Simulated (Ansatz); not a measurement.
## hcp against fcc along the lanthanides

Theory: Ansatz, DFT, PBEsol, plane waves (420 eV) with PAW, scalar-relativistic. (PAW data from PBE, frozen cores regenerated.)

Each structure is relaxed within its symmetry, in the lowest magnetic state of the tried starts. Differences under about 8 meV lie within the error of the k-point mesh.

Semilocal functionals delocalise ytterbium's f shell and shrink the cell.

| element | E(hcp) − E(fcc) (meV/atom) | V(hcp) (Å³/atom) | V(fcc) (Å³/atom) | state of hcp | state of fcc |
| --- | --- | --- | --- | --- | --- |
| La | ? | ? | ? | ? | ? |
| Yb | 8 | 32.28 | 32.57 | spin not included | non-magnetic |
| Lu | -36 | 27.54 | 27.26 | spin not included | spin not included |

Q: Fill in the row of La.

A: E(hcp) − E(fcc) (meV/atom): 39; V(hcp) (Å³/atom): 34.68; V(fcc) (Å³/atom): 34.00; state of hcp: spin not included; state of fcc: spin not included.
